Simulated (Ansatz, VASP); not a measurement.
## TiB4 in VASP and in Ansatz

Contents of INCAR:

```
ALGO = Normal ; EDIFF = 1E-6
ENCUT = 520 ; GGA = PE
ISIF = 2 ; ISMEAR = 0
LASPH = T ; LCHARG = F
LREAL = F ; LWAVE = F
NBANDS = 20 ; NELM = 60
PREC = Accurate ; SIGMA = 0.1
```

File KPOINTS:

```
k-points
0
Gamma
  6 6 4
```

File POSCAR:

```
TiB4
1.0
    3.0242057600      0.0000000000      0.0000000000
   -1.5121028800      2.6190390200      0.0000000000
    0.0000000000      0.0000000000      5.9408091500
Ti B
1 4
Direct
    0.0000000000      0.0000000000      0.3425573900
    0.3333333300      0.6666666700      0.6250629100
    0.6666666700      0.3333333300      0.6250629100
    0.3333333300      0.6666666700      0.2403603700
    0.6666666700      0.3333333300      0.2403603700
```

Input for Ansatz:

```yaml
crystal:
  lattice:
    - [3.02420576, 0.0, 0.0]
    - [-1.51210288, 2.61903902, 0.0]
    - [0.0, 0.0, 5.94080915]
  atoms:
    - { symbol: Ti, position: [0.0, 0.0, 0.34255739] }
    - { symbol: B, position: [0.33333333, 0.66666667, 0.62506291] }
    - { symbol: B, position: [0.66666667, 0.33333333, 0.62506291] }
    - { symbol: B, position: [0.33333333, 0.66666667, 0.24036037] }
    - { symbol: B, position: [0.66666667, 0.33333333, 0.24036037] }
basis:
  ecutwfc: 420
kpoints:
  mp_grid: { grid: [6, 6, 4] }
hamiltonian:
  xc: pbe
scf:
  occupations: { method: gaussian, width: 0.1 }
  lower_state_search: "off"
output:
  forces: true
  stress: true
  eigenvalues: true
```

Alike in both runs: task single point; functional PBE; k mesh 6 × 6 × 4; occupations gaussian, width 0.1 eV; no spin polarisation.

|  | VASP | Ansatz |
| --- | --- | --- |
| version | VASP 6.6.1 | Ansatz 0.2.0 |
| potentials or method | VASP PAW PBE potentials, release 64 (Ti_sv, B) | scalar-relativistic, plane waves, PAW |
| plane-wave cutoff (eV) | 520 | 420 |
| valence electrons in the cell | 24 | 24 |

Ansatz gave:

```
gap on the k mesh at the Fermi level (eV) : none
rms of the force components (eV/Å)        : 4.606
```

**Question.** Estimate VASP's values.

**Answer.** gap on the k mesh at the Fermi level (eV): none; rms of the force components (eV/Å): 4.583.

Atom by atom the forces differ by 0.023 eV/Å (rms over components). A gap of «none» marks a metal or a gap that the smearing closes.

Caveats: the k mesh is coarse (spacing up to 0.40 Å⁻¹), so the values aren't converged; forces of over 1 eV/Å show positions far from the minimum, so gaps and moduli don't describe the material at rest.
